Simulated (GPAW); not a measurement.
**Sb: single point with LDA**

The system is Sb.

```
Sb
1.0
    -1.57654    1.57654    2.71194
     1.57654   -1.57654    2.71194
     1.57654    1.57654   -2.71194
Sb
1
Cartesian
  0.0000 0.0000 0.0000
```

This isn't the form of Sb at room conditions, which is rhombohedral.

* Program: GPAW 26.7.0
* Task: single point
* Functional: LDA
* Potentials or basis: the program's PAW data sets (release 1.2.1) made for this functional
* Cutoff: 450 eV
* Basis: pw
* k mesh: 10 × 10 × 10
* Occupations: fermi-dirac, width 0.05 eV
* Spin: no spin polarisation

```yaml
Pressure: -4.5 GPa
Band_gap_on_the_k_mesh: none (metal or under the smearing width)
```

Stress tensor (GPa, compression positive):
```
-4.68  0.00  0.00
 0.00 -4.68  0.00
 0.00  0.00 -4.00
```

Levels at points of the mesh, in eV from the Fermi level:
```
           k point  band 5  band 6  band 7  band 8  band 9  band 10
(0.00, 0.00, 0.00)  -29.06  -12.95    4.53    5.35    5.35    10.05
(0.50, 0.00, 0.50)  -29.05   -9.17   -5.74    1.74    5.29     6.32
(0.50, 0.50, 0.00)  -28.99   -6.75   -4.35   -1.01    0.58     3.60
(0.50, 0.50, 0.50)  -29.04   -9.32   -5.62    2.09    2.09     6.17
```

It took 16 s on 1 thread of Arm Neoverse V2 (shared host), peak memory 0.14 GiB.

Caveat: the cutoff is short for stress and forces, so pressures can be off by a GPa or more. The run has no spin-orbit coupling, so splittings on Sb are missing.
